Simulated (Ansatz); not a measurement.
**CsPbCl3 (Pm-3m): a soft mode frozen in**

Wanted: the energy along a soft mode of CsPbCl3 (Pm-3m) and the structure at the end.

Calculated with Ansatz 0.2.0; DFT PBEsol, scalar-relativistic, plane waves, PAW; PAW set soft_1.

**1. Starting point**

Symmetry: Pm-3m, No. 221, cubic system. The conventional cell has a = 5.619 Å, b = 5.619 Å, c = 5.619 Å, α = 90.00°, β = 90.00°, γ = 90.00°. Nearest to Cs lie 12 Cl at 3.97 Å. Pb has 6 Cl at 2.81 Å nearest. Nearest to Cl lie 2 Pb at 2.81 Å and 4 Cs at 3.97 Å. Farther neighbours and most contacts between anions are not listed.

**2. Response at finite wavevector**

The cell comes from relaxations at this level that are not shown. Stability and thermal properties need the whole zone. Linear response on a 2×2×2 q mesh gives force constants as far as a supercell of that size would, and the tensors from the zone-centre run are typed in so that the long-range dipole term is interpolated apart.

input.yaml reads:

```yaml
crystal:
  lattice:
    - [5.6186639858, 0.0, 0.0]
    - [0.0, 5.6186639858, 0.0]
    - [0.0, 0.0, 5.6186639858]
  atoms:
    - { symbol: Cs, position: [0.0, 0.0, 0.0] }
    - { symbol: Pb, position: [0.5, 0.5, 0.5] }
    - { symbol: Cl, position: [0.5, 0.5, 0.0] }
    - { symbol: Cl, position: [0.0, 0.5, 0.5] }
    - { symbol: Cl, position: [0.5, 0.0, 0.5] }
kpoints:
  mp_grid: { grid: [8, 8, 8] }
hamiltonian:
  xc: pbesol
  pseudopotentials: { kind: paw, azcp: { folder: soft_1 }, xc_functional: pbe }
scf:
  occupations: { method: fixed }
output:
  eigenvalues: true
phonons:
  method: dfpt
  qmesh: [2, 2, 2]
  temperatures: { t_max: 1000, t_step: 50 }
  qpath:
    path:
      - [[0.0, 0.0, 0.0], [0.0, 0.5, 0.0], [0.5, 0.5, 0.0], [0.0, 0.0, 0.0], [0.5, 0.5, 0.5], [0.0, 0.5, 0.0]]
      - [[0.5, 0.5, 0.5], [0.5, 0.5, 0.0]]
    npoints: 10
  non_analytic_term:
    high_frequency_dielectric_tensor: [[4.0422, 0.0, 0.0], [0.0, 4.0422, 0.0], [0.0, 0.0, 4.0422]]
    born_effective_charges:
      - { species: Cs, tensor: [[1.3223, 0.0, 0.0], [0.0, 1.3223, 0.0], [0.0, 0.0, 1.3223]] }
      - { species: Pb, tensor: [[3.9503, 0.0, 0.0], [0.0, 3.9503, 0.0], [0.0, 0.0, 3.9503]] }
      - { species: Cl, tensor: [[-0.724, 0.0, 0.0], [0.0, -0.724, 0.0], [0.0, 0.0, -3.8247]] }
      - { species: Cl, tensor: [[-3.8247, 0.0, 0.0], [0.0, -0.724, 0.0], [0.0, 0.0, -0.724]] }
      - { species: Cl, tensor: [[-0.724, 0.0, 0.0], [0.0, -3.8247, 0.0], [0.0, 0.0, -0.724]] }
    source: "zone-centre run at this cell"
```

On the command line:

```bash
> ansatz run input.yaml --threads 4 --pin off --max-ram 10240MiB --backend cpu --events-out ev --progress --plain --runs-dir out
```

Numbers of over 12 decimals in the logs are rounded to 6 here.

What it wrote:

```text
Engine: ansatz 0.2.0, aarch64-unknown-linux-gnu
Pseudopotentials: kind: paw
Pseudopotential: Cs, paw, valence charge 9, recommended cutoff 420 eV (normal), soft_1/Cs.paw.azcp
Pseudopotential: Pb, paw, valence charge 14, recommended cutoff 420 eV (normal), soft_1/Pb.paw.azcp
Pseudopotential: Cl, paw, valence charge 7, recommended cutoff 420 eV (normal), soft_1/Cl.paw.azcp
Functional definition: PBEsol
  exchange = pbesol_x
  correlation = pbesol_c
Crystal: 5 atoms, lattice volume = 177.378 Å³
Basis set: ecut = 420 eV, 3431 PW (Γ), exchange–correlation on 80×80×80 points (8 copies of the dense FFT grid, shifted against one another)
Bands: 27, of which v1, the nominal top of the filled ones, is band 22 counted from 1 (21 counted from 0)
Symmetry: 48 space group operations
k-points: 35 of 512
Non-local potential: Cs, projectors of the file, l = 0: 3, l = 1: 2, l = 2: 2, l = 3: 2
Non-local potential: Pb, projectors of the file, l = 0: 2, l = 1: 2, l = 2: 2, l = 3: 1
Non-local potential: Cl, projectors of the file, l = 0: 2, l = 1: 2, l = 2: 1
PAW form: soft (Blöchl's): semilocal exchange-correlation on the pseudo side does not see the compensation charge
PAW frozen core: Cs, regenerated for the run's functional, and the local potential with it (the file was generated under x = pbe(κ = 0.804, μ = 0.219515), c = pbe(β = 0.066725))
PAW frozen core: Pb, regenerated for the run's functional, and the local potential with it (the file was generated under x = pbe(κ = 0.804, μ = 0.219515), c = pbe(β = 0.066725))
PAW frozen core: Cl, regenerated for the run's functional, and the local potential with it (the file was generated under x = pbe(κ = 0.804, μ = 0.219515), c = pbe(β = 0.066725))
PAW one-centre angular grid: Cs, 194 points (default); XC on 64 Gauss nodes
PAW one-centre angular grid: Pb, 590 points (default); XC on 64 Gauss nodes
PAW one-centre angular grid: Cl, 110 points (default); XC on 64 Gauss nodes
Initial density: superposition of atomic densities (chi_scale 0.1, normalization cell, long waves kept (reshape's long-wave potential 0.01 eV rms))
Initial wavefunctions: pseudopotential atomic-orbital guess
Functional: x = pbesol(κ = 0.804, μ = 0.123457), c = pbesol(β = 0.046)
SCF iter   1: F=—  HF=-20534.057203 eV  |F-HF|=—  |Δ(HF+E_count)|=         —  Δρ=2.39e-2  dr2=2.20e0  ethr=3.10e-3  ⟨swp⟩=5.0  Hψ=3979  notcnv=0  defer=61
preconditioner: auto → Resta (q_TF=auto, 2.163 Å⁻¹)  ε∞=3.0  [insulator: Δε(μ)=1.496 eV  Ē_g=12.630 eV  n_scr=26 (ndim 8)  ℏωp=18.1 eV  f_vac=0.014  ε∞_Penn≈3.0]
SCF iter   2: F=—  HF=-20533.316899 eV  |F-HF|=—  |Δ(HF+E_count)|=   7.40e-1  Δρ=1.08e-2  dr2=6.67e-1  ethr=3.10e-3  ⟨swp⟩=3.6  Hψ=2168  notcnv=0  defer=73
SCF iter   3: F=—  HF=-20532.999054 eV  |F-HF|=—  |Δ(HF+E_count)|=   3.18e-1  Δρ=3.19e-3  dr2=5.25e-2  ethr=1.52e-3  ⟨swp⟩=3.7  Hψ=2169  notcnv=0  defer=94
SCF iter   4: F=—  HF=-20532.980824 eV  |F-HF|=—  |Δ(HF+E_count)|=   1.82e-2  Δρ=1.16e-3  dr2=3.28e-3  ethr=1.19e-4  ⟨swp⟩=3.1  Hψ=1789  notcnv=0  defer=97
SCF iter   5: F=—  HF=-20532.982001 eV  |F-HF|=—  |Δ(HF+E_count)|=   1.18e-3  Δρ=1.95e-4  dr2=7.19e-5  ethr=7.47e-6  ⟨swp⟩=2.9  Hψ=1549  notcnv=0  defer=102
SCF iter   6: F=—  HF=-20532.982109 eV  |F-HF|=—  |Δ(HF+E_count)|=   1.08e-4  Δρ=2.57e-5  dr2=1.24e-6  ethr=1.63e-7  ⟨swp⟩=2.0  Hψ=1701  notcnv=0  defer=102
SCF iter   7: F=—  HF=-20532.982114 eV  |F-HF|=—  |Δ(HF+E_count)|=   4.79e-6  Δρ=7.02e-6  dr2=6.36e-8  ethr=2.81e-9  ⟨swp⟩=2.0  Hψ=1676  notcnv=0  defer=94
SCF iter   8: F=—  HF=-20532.982114 eV  |F-HF|=—  |Δ(HF+E_count)|=   3.22e-8  Δρ=1.34e-6  dr2=2.83e-9  ethr=1.44e-10  ⟨swp⟩=2.0  Hψ=1645  notcnv=0  defer=94
SCF iter   9: F=—  HF=-20532.982114 eV  |F-HF|=—  |Δ(HF+E_count)|=   2.23e-9  Δρ=2.31e-7  dr2=9.78e-11  ethr=6.44e-12  ⟨swp⟩=2.0  Hψ=1645  notcnv=0  defer=94
SCF iter  10: F=-20532.982114 eV  HF=-20532.982114 eV  |F-HF|=2.18e-11  |Δ(HF+E_count)|=  2.15e-10  Δρ=4.11e-8  dr2=5.09e-12  ethr=1.00e-12  ⟨swp⟩=16.3  Hψ=7225  notcnv=0
SCF 1 converged in 10 iterations: F = -20532.982114 eV  dr2 = 5.09e-12
  greatest PAW one-centre occupation: 0.982 electrons in one spin orbital (limit 2), on the Pb atom at site 1 (counted from 0), in its partial waves of l = 2
NSCF: frozen V_eff on 35 k-points
NSCF: frozen V_eff on 125 k-points
DFPT response loops at q = (0, 0, 0) (fractional): preconditioner auto → Resta (q_TF=auto, 2.163 Å⁻¹)  ε∞=5.7 (no band partly filled); β = 1.00, the filter's whole step (`scf.mixing.beta` (0.50) is not read by the response loops at its default; to damp them type it under 1.00, their step now; it binds the ground state too); Broyden in place of MSR1
NSCF: frozen V_eff on 250 k-points
DFPT response loops at q = (0, 0, -0.5) (fractional): mixed as the last ones told, above
NSCF: frozen V_eff on 250 k-points
DFPT response loops at q = (0, -0.5, -0.5) (fractional): mixed as the last ones told, above
NSCF: frozen V_eff on 250 k-points
DFPT response loops at q = (-0.5, -0.5, -0.5) (fractional): mixed as the last ones told, above
SCF converged after 10 iterations
Free energy (F): -20532.982114 eV
Harris-Foulkes:  -20532.982114 eV  (|F-HF|=2.18e-11)
Internal energy: -20532.982114 eV  (E = F + TS)
E sigma→0 (E₀):  -20532.982114 eV
Fermi energy:    3.940031 eV
--- Per-component energies (eV) ---
  E_band       = -238.666030
  E_kinetic    = 892.666674
  E_local      = -2617.065289  (includes V_loc(G=0)·N_el)
  E_nonlocal   = 426.043212
  E_hartree    = 983.312846
  E_xc         = -702.547704
  E_vxc        = -624.674680  (∫ρ·V_xc dr)
  E_paw        = -17141.422897  (= ΣΔE_a)
  E_vpaw       = -282.261933  (= ΣTr[D̂ρ^β])
  E_aug_tail   = 0.000328  (compensation charges beyond the density's cutoff)
  E_ewald      = -2374.410915
  E_core_change = 0.441631  (= ΣΔE_core)
  E_smearing   = -0.000000  (= −TS)
  E_closure    = -0.000000  (closes the sum)
  Σ components = -20532.982114   (vs F -20532.982114, Δ=0.00e0)
--- Band table (eV; the first three rows and the last of 35) ---
  k-point 0: bands = [... 18 lower, 1.3639, 1.4693, 1.4693, 1.4693, 7.1920, 8.2004, 8.2004, 9.0863, ... 1 higher]
  k-point 1: bands = [... 18 lower, 1.3491, 1.4532, 1.4532, 1.4672, 7.3422, 8.3044, 8.3127, 9.1335, ... 1 higher]
  k-point 2: bands = [... 18 lower, 1.3131, 1.4144, 1.4144, 1.5540, 7.6987, 8.5055, 8.6085, 8.7305, ... 1 higher]
  k-point 34: bands = [... 18 lower, 1.7941, 1.7941, 1.7941, 3.9400, 5.7837, 5.7837, 5.7837, 8.9584, ... 1 higher]
--- Phonons (Γ-DFPT): 4 representative perturbations + reference (Σ response iterations 14) ---
  ASR residual: 1.105e-4 → 0.000e0 eV/Å²; symmetrization residual: 3.434e-5 eV/Å²
  ASR residual per site (eV/Å²): 1.32e-5 2.26e-5 1.11e-4 1.11e-4 1.11e-4
  Γ frequencies (cm⁻¹): -21.58 -21.58 -21.58 0.00 0.00 0.00 20.40 20.40 20.40 51.83 51.83 51.83 136.03 136.03 136.03
--- Phonons (arbitrary-q DFPT): 4 irreducible q on the 2×2×2 mesh ---
  q = [0.0000, 0.0000, 0.0000] (star 1, of the zone-centre solve; hermiticity 2.80e-5, symmetrization 8.85e-12): -21.58 -21.58 -21.58 -0.00 -0.00 0.00 20.40 20.40 20.40 51.83 51.83 51.83 136.03 136.03 136.03
  q = [0.0000, 0.0000, -0.5000] (star 3, 9 solved perturbations in 975 linear systems a pass and spin channel, the states on 125 of 512 k-point pairs; hermiticity 5.40e-6, symmetrization 3.35e-12): -13.36 -13.36 10.54 10.54 35.26 38.59 42.97 42.97 43.88 43.88 52.08 110.89 136.23 136.23 247.99
  q = [0.0000, -0.5000, -0.5000] (star 3, 9 solved perturbations in 975 linear systems a pass and spin channel, the states on 125 of 512 k-point pairs; hermiticity 6.12e-6, symmetrization 4.21e-13): -47.48 -20.61 -20.61 7.79 34.70 41.37 41.37 45.26 45.26 87.55 102.60 102.60 136.32 220.69 256.76
  q = [-0.5000, -0.5000, -0.5000] (star 1, 4 solved perturbations in 350 linear systems a pass and spin channel, the states on 125 of 512 k-point pairs; hermiticity 7.18e-7, symmetrization 9.74e-12): -47.93 -47.93 -47.93 -11.77 -11.77 -11.77 80.88 80.88 80.88 98.46 98.46 98.46 220.41 220.41 262.75
  sum rule: each row above includes the acoustic sum rule's correction from the zone centre's row sums; it moved no ω² by more than (0.92 cm⁻¹)²
  mesh force constants: q→R imaginary residual 6.58e-18; ASR residual 1.105e-4 → 0.000e0 eV/Å²; symmetrization residual 6.217e-15 eV/Å²
  interpolated dispersion: 63 rows × 15 modes
  density of states and harmonic sums: on the 12×12×12 q-mesh, interpolated from the force constants of a 2×2×2 supercell (with the dipole–dipole term of supplied tensors)
  largest difference from the sums on the solved wave vectors: F 4.76e-2 eV, S 5.10e-5 and C_V 1.74e-5 eV/K
  zero-point energy: 0.064367 eV/cell   skipped modes (ω ≤ 0): 291, of them read as no rigid motion or as one in doubt: 288 (3.414e0 modes/cell left out, lowest -47.93 cm⁻¹)   left out of the sums: 2.28e-1 of the cell's modes: C_V's classical limit lies that fraction below 3 k_B per atom; for a crystal, a wire or a layer, F and S can be off by more, and a phonons.interpolated_qmesh denser along its periods is the remedy for the sampling
```

The job ended after 6.3 min (4 threads of Arm Neoverse V1, shared host; peak memory 1.8 GiB).

This step gave:

* gap on the k-mesh: 1.844 eV
* volume per atom: 35.48 Å³
* sum-rule residual before enforcement: 1.11e-4 eV/Å²
* lowest frequency on the path: -47.93 cm⁻¹
* point group: m-3m
* highest frequency on the path or at a solved wavevector: 262.8 cm⁻¹
* highest optical mode at the zone centre (no LO-TO term): 136.0 cm⁻¹
* lowest optical zone-centre mode: -21.58 cm⁻¹
* lowest mode on the q mesh (acoustic modes at Γ apart): -47.93 cm⁻¹

Frequencies (cm⁻¹) solved at each irreducible wavevector; negative means imaginary. Frequencies by wavevector, by row:

```csv
q in reciprocal lattice units,star,mode 1,mode 2,mode 3,mode 4,mode 13,mode 14,mode 15
0 0 0,1,-21.6,-21.6,-21.6,0,136,136,136
0 0 -0.5,3,-13.4,-13.4,10.5,10.5,136.2,136.2,248
0 -0.5 -0.5,3,-47.5,-20.6,-20.6,7.8,136.3,220.7,256.8
-0.5 -0.5 -0.5,1,-47.9,-47.9,-47.9,-11.8,220.4,220.4,262.8
```

Interpolated from a 2×2×2 q mesh, with the LO-TO term (at Γ the limit along the path; where Γ stands inside the path, tables give the limit on arrival). The phonon branches at the labelled points (cm⁻¹):

| point | branch 1 | branch 2 | branch 3 | branch 4 | branch 12 | branch 13 | branch 14 | branch 15 |
| --- | --- | --- | --- | --- | --- | --- | --- | --- |
| Γ | -22 | -22 | 0 | 0 | 56 | 136 | 136 | 232 |
| halfway | -18 | -18 | 10 | 10 | 88 | 136 | 136 | 239 |
| X | -13 | -13 | 10 | 10 | 111 | 136 | 136 | 248 |
| halfway | -35 | -14 | -8 | 7 | 107 | 136 | 187 | 249 |
| M | -48 | -21 | -21 | 8 | 103 | 136 | 221 | 257 |
| halfway | -28 | -14 | -13 | 17 | 88 | 136 | 176 | 236 |
| Γ | -22 | -22 | 0 | 0 | 56 | 136 | 136 | 232 |
| halfway | -29 | -25 | -25 | 9 | 88 | 178 | 178 | 235 |
| R | -48 | -48 | -48 | -12 | 98 | 220 | 220 | 263 |
| halfway | -37 | -33 | -25 | -10 | 105 | 180 | 193 | 250 |
| X | -13 | -13 | 10 | 10 | 111 | 136 | 136 | 248 |
| jump to R | -48 | -48 | -48 | -12 | 98 | 220 | 220 | 263 |
| halfway | -48 | -35 | -35 | -5 | 101 | 186 | 221 | 257 |
| M | -48 | -21 | -21 | 8 | 103 | 136 | 221 | 257 |

Symmetry leaves 4 wavevectors to solve. The lowest mode among them, the acoustic zeros apart, lies at q = (-0.5, -0.5, -0.5) and is imaginary, 47.9i cm⁻¹, so the energy falls along it.

**3. The mode frozen in, largest atomic shift 0 Å**

The mode followed lies at q = (-0.5, -0.5, -0.5) with frequency 47.9i cm⁻¹ and is 3-fold degenerate, the softest among the wavevectors solved. At small amplitude the distorted cell has space group no. 167 by a symmetry search on the positions. The undistorted cell that holds it gives the zero of energy on the same k mesh.

System of this step: CsPbCl3. Symmetry: Pm-3m, No. 221, cubic system. Conventional cell: a = 5.619 Å, b = 5.619 Å, c = 5.619 Å, α = 90.00°, β = 90.00°, γ = 90.00°. Nearest to Cs lie 12 Cl at 3.97 Å. Nearest to Pb lie 6 Cl at 2.81 Å. Nearest to Cl lie 2 Pb at 2.81 Å and 4 Cs at 3.97 Å. Farther neighbours and most contacts between anions are not listed.

input.yaml reads:

```yaml
crystal:
  lattice:
    - [5.6186639858, 5.6186639858, 0.0]
    - [5.6186639858, 0.0, 5.6186639858]
    - [5.6186639858, 0.0, -5.6186639858]
  atoms:
    - { symbol: Cs, position: [0.0, 0.0, 0.0] }
    - { symbol: Cs, position: [0.0, 0.5, 0.5] }
    - { symbol: Pb, position: [0.5, 0.25, 0.75] }
    - { symbol: Pb, position: [0.5, 0.75, 0.25] }
    - { symbol: Cl, position: [0.5, 0.0, 0.0] }
    - { symbol: Cl, position: [0.5, 0.5, 0.5] }
    - { symbol: Cl, position: [0.5, 0.0, 0.5] }
    - { symbol: Cl, position: [0.5, 0.5, 0.0] }
    - { symbol: Cl, position: [0.0, 0.5, 0.0] }
    - { symbol: Cl, position: [0.0, 0.0, 0.5] }
kpoints:
  mp_grid: { grid: [6, 6, 6] }
hamiltonian:
  xc: pbesol
  pseudopotentials: { kind: paw, azcp: { folder: soft_1 }, xc_functional: pbe }
scf:
  occupations: { method: gaussian, width: 0.02 }
output:
  forces: true
  stress: true
  eigenvalues: true
```

What it wrote:

```text
[...]
Crystal: 10 atoms, lattice volume = 354.756 Å³
Basis set: ecut = 420 eV, 6879 PW (Γ), exchange–correlation on 108×108×108 points (8 copies of the dense FFT grid, shifted against one another)
Bands: 54, of which v1, the nominal top of the filled ones, is band 44 counted from 1 (43 counted from 0)
Symmetry: 96 space group operations
[...]
k-points: 16 of 216
[...]
k-point 0: bands = [... 40 lower, 1.7940, 1.7940, 1.7940, 3.9400, 5.7838, 5.7838, 5.7838, 7.1919, ... 4 higher]
  k-point 1: bands = [... 40 lower, 1.7344, 1.7344, 1.7626, 3.4857, 6.0845, 6.0845, 6.2266, 7.3884, ... 4 higher]
  k-point 2: bands = [... 40 lower, 1.6362, 1.6362, 1.6790, 2.6482, 6.8331, 6.8331, 7.0550, 7.8366, ... 4 higher]
  k-point 15: bands = [... 40 lower, 1.4881, 1.6982, 2.3670, 2.7289, 6.4987, 6.7516, 7.2232, 8.5879, ... 4 higher]
[key lines of the parts left out:]
SCF converged after 8 iterations
Free energy (F): -41065.964603 eV
Fermi energy:    4.861757 eV
P = ⅓ Tr σ = -0.0100 GPa (-0.100 kbar)
```

Wall time 6.6 s (4 threads); peak memory 0.91 GiB.

Numbers from this step:

- pressure: -0.01003 GPa
- energy from the undistorted cell: 0 meV/atom

At this level the gap is 1.84 eV on the k-mesh of the self-consistent run, which can miss the band edges.

**4. The mode frozen in, largest atomic shift 0.45 Å**

The atoms are moved along the unstable eigenvector, the largest shift by 0.45 Å, with the cell fixed.

input.yaml, the sections that differ from step 3:

```yaml
crystal:
  lattice:
    - [5.6186639858, 5.6186639858, 0.0]
    - [5.6186639858, 0.0, 5.6186639858]
    - [5.6186639858, 0.0, -5.6186639858]
  atoms:
    - { symbol: Cs, position: [0.0, 0.0, 0.0] }
    - { symbol: Cs, position: [0.0, 0.5, 0.5] }
    - { symbol: Pb, position: [0.5, 0.25, 0.75] }
    - { symbol: Pb, position: [0.5, 0.75, 0.25] }
    - { symbol: Cl, position: [0.5566323333, 0.0, 0.0] }
    - { symbol: Cl, position: [0.4433676667, 0.5, 0.5] }
    - { symbol: Cl, position: [0.5566323333, -0.0566323333, 0.5] }
    - { symbol: Cl, position: [0.4433676667, 0.5566323333, 0.0] }
    - { symbol: Cl, position: [0.0, 0.4433676667, 0.0] }
    - { symbol: Cl, position: [0.0, 0.0566323333, 0.5] }
# kpoints, hamiltonian, scf, output: as in step 3
```

What it wrote:

```text
[...]
Crystal: 10 atoms, lattice volume = 354.756 Å³
Basis set: ecut = 420 eV, 6879 PW (Γ), exchange–correlation on 108×108×108 points (8 copies of the dense FFT grid, shifted against one another)
Bands: 54, of which v1, the nominal top of the filled ones, is band 44 counted from 1 (43 counted from 0)
Symmetry: 12 space group operations
[...]
k-points: 32 of 216
[...]
k-point 0: bands = [... 40 lower, 1.6690, 1.6690, 1.7082, 3.5643, 5.7371, 5.7371, 5.7588, 7.3643, ... 4 higher]
  k-point 1: bands = [... 40 lower, 1.6173, 1.6173, 1.7142, 3.2193, 6.0036, 6.0036, 6.1057, 7.5469, ... 4 higher]
  k-point 2: bands = [... 40 lower, 1.5351, 1.5351, 1.7461, 2.5446, 6.6804, 6.6804, 6.8214, 7.8641, ... 4 higher]
  k-point 31: bands = [... 40 lower, 1.5449, 1.5449, 2.1985, 2.1985, 6.5807, 6.5807, 7.6165, 7.6165, ... 4 higher]
[key lines of the parts left out:]
SCF converged after 8 iterations
Free energy (F): -41066.066252 eV
Fermi energy:    4.650632 eV
P = ⅓ Tr σ = -0.4098 GPa (-4.098 kbar)
```

It took 13 s on 4 threads; peak memory 1 GiB; 50 s of CPU time.

Numbers from this step:

- pressure: -0.4098 GPa
- gap on the k-mesh: 2.173 eV
- energy from the undistorted cell: -10.16 meV/atom

The energy, extrapolated to zero smearing, is -10.16 meV/atom against the undistorted cell.

The run ends at a pressure of -0.41 GPa, with forces up to 0.015 eV/Å.

**5. Energy along the mode, all amplitudes (two of the runs are shown above)**

An imaginary frequency means negative curvature, so the energy should fall and then rise again as anharmonic terms take over.

Numbers from this step:

```
depth at the lowest point sampled  : 10.16 meV/atom
largest atomic shift at that point : 0.45 Å
```

The energy from the parent by largest atomic shift:

| largest atomic shift (Å) | energy from the parent (meV/atom) |
| --- | --- |
| 0.000 | 0 |
| 0.040 | -0.143 |
| 0.080 | -0.566 |
| 0.140 | -1.68 |
| 0.220 | -3.89 |
| 0.320 | -7.15 |
| 0.450 | -10.2 |
| 0.600 | -6.78 |

Displacement at unit largest shift by atom:

| atom | x (Å) | y (Å) | z (Å) | size |
| --- | --- | --- | --- | --- |
| Cs1 | 0.000 | 0.000 | 0.000 | 0.000 |
| Cs2 | 0.000 | 0.000 | 0.000 | 0.000 |
| Pb3 | 0.000 | 0.000 | 0.000 | 0.000 |
| Pb4 | 0.000 | 0.000 | 0.000 | 0.000 |
| Cl5 | 0.707 | 0.707 | 0.000 | 1.000 |
| Cl6 | -0.707 | -0.707 | 0.000 | 1.000 |
| Cl7 | 0.000 | 0.707 | -0.707 | 1.000 |
| Cl8 | 0.000 | -0.707 | 0.707 | 1.000 |
| Cl9 | -0.707 | 0.000 | -0.707 | 1.000 |
| Cl10 | 0.707 | 0.000 | 0.707 | 1.000 |

The lowest of the steps tried is at 0.45 Å, 10.2 meV/atom below the parent; the bottom of the well need not coincide with a step.

[end of part 1 of 2]

[Logs are printed without paths, hosts, clocks, repeated set-up lines and the standing remarks that a program may print on its own settings, such as how far it seeks lower states.]

[Hosts, paths, dates, database ids (printed as entryN), source tags and the programs' standing remarks are cut or masked in the printed files.]
